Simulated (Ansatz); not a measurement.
A run of Ansatz 0.2.0:

Contents of input.yaml:

```yaml
crystal:
  lattice:
    - [2.9916, 0.0, 0.0]
    - [0.0, 2.9916, 0.0]
    - [0.0, 0.0, 2.9916]
  atoms:
    - { symbol: Ru, position: [0.5, 0.5, 0.5] }
    - { symbol: Al, position: [0.0, 0.0, 0.0] }
kpoints:
  mp_grid: { grid: [9, 9, 9] }
scf:
  occupations: { method: gaussian, width: 0.1 }
hamiltonian:
  xc: pbe
  pseudopotentials: { kind: all_electron, lapw: { basis_error: 0.001 } }
output:
  forces: true
  stress: true
  eigenvalues: true
```

Potentials or basis: all-electron LAPW, scalar-relativistic.

The run is started by

```bash
$ ansatz run input.yaml --threads 1 --pin off --max-ram 3072MiB --backend cpu --events-out ev --progress --plain --runs-dir out
```

Hardware: 1 thread of Arm Neoverse V2, on a shared host.

Q: How long does it take, and how much memory?

A: Run time: 5.5 s on 1 thread of Arm Neoverse V2, on a shared host, peak memory 0.28 GiB. Counts: scf iterations 7, plane waves 251, k points 35, bands 23.
